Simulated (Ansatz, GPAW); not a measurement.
## Sn: 3 runs at one level of theory

```xyz
2
Lattice="-2.9401 2.9401 1.5993 2.9401 -2.9401 1.5993 2.9401 2.9401 -1.5993" Properties=species:S:1:pos:R:3 pbc="T T T"
Sn    0.0000    0.0000    0.0000
Sn    0.0000    2.9401    0.7997
```

Alike in all runs: task single point; functional PBE; k mesh 9 × 9 × 9; occupations gaussian, width 0.017 eV; no spin polarisation; no spin-orbit coupling. Pressure is positive in compression and, in plane waves, holds the error of the finite cutoff, which Ansatz's Pulay term estimates and takes out.

```tsv
program and potentials	plane-wave cutoff (eV)	notes	pressure (GPa)
Ansatz, Ansatz PAW	420	Pulay term of +0.03 GPa included	1.42
GPAW, GPAW PAW data sets (gpaw-data 1.2.1)	600	-	1.14
Ansatz, all-electron LAPW, scalar-relativistic	-	-	?
```

Q: Estimate from the other rows what the run with Ansatz, all-electron LAPW, scalar-relativistic gave.

A: Pressure 1.43 GPa. The other rows, which needn't bracket it: pressure 1.14 to 1.42.
